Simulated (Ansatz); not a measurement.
**H interstitial in BN**

All numbers below come from DFT PBE+D3(BJ), scalar-relativistic, plane waves, PAW in Ansatz 0.2.0. (420 eV cutoff, 2×2×2 k-mesh, shifted by half a step, Gaussian smearing of 0.01 eV, collinear spin in charge 0 alone)

Host crystal, relaxed:

```xyz
2
Lattice="0.0000 3.3395 2.1688 1.2538 0.0000 2.1688 1.2538 3.3395 0.0000" Properties=species:S:1:pos:R:3 pbc="T T T"
B     1.2538    3.3395    0.0005
N     1.2538    3.3395    2.8915
```

Supercell of 24 atoms, rows in host cell vectors: 3 -1 -2; -2 0 3; 0 -2 -1. Atoms relax at the host's cell from a start displaced at random by 0.06 Å near the defect, so other minima may exist. The cell is small, so energies carry finite-size errors of tenths of an eV. The host's Kohn–Sham gap is 3.54 eV. Atoms are taken from and returned to the elements' standard states. Charged cells are corrected for image charges with the computed static dielectric tensor (mean 5.4) and aligned with the host's potential at far atoms (alignment terms reach 0.18 eV; the program doubts the alignment in some charges, where it is up to 0.18 eV). No band-filling term is added, and the Fermi level counts from the host's valence band top.

Defect: H interstitial at (0.562, 0.083, 0.875) of the host cell.

Task: What is the formation energy of the neutral defect?

Result: 2.38 eV.

Task: Does the neutral defect carry a moment, and how do its surroundings relax?

Result: It changes the cell's moment by 1.00 μB. The nearest neighbours before are 1 N at 2.00 Å, 1 N at 2.01 Å, 1 B at 2.02 Å, 1 B at 2.03 Å, 1 B at 2.04 Å, 1 N at 2.07 Å, 1 N at 2.09 Å, 1 B at 2.10 Å; after relaxation the atoms near the site are 1 B at 1.34 Å; the largest move is 0.87 Å.

Task: Charges +1, 0, -1 were computed. Which is stable where in the gap?

Result: Among the charges computed the stable one is +1 at the valence band top, changing to -1 at 2.03 eV. Other sites of the defect weren't tried. Levels between neighbouring charges: (+1/0) 2.47 eV, (0/-1) 1.59 eV.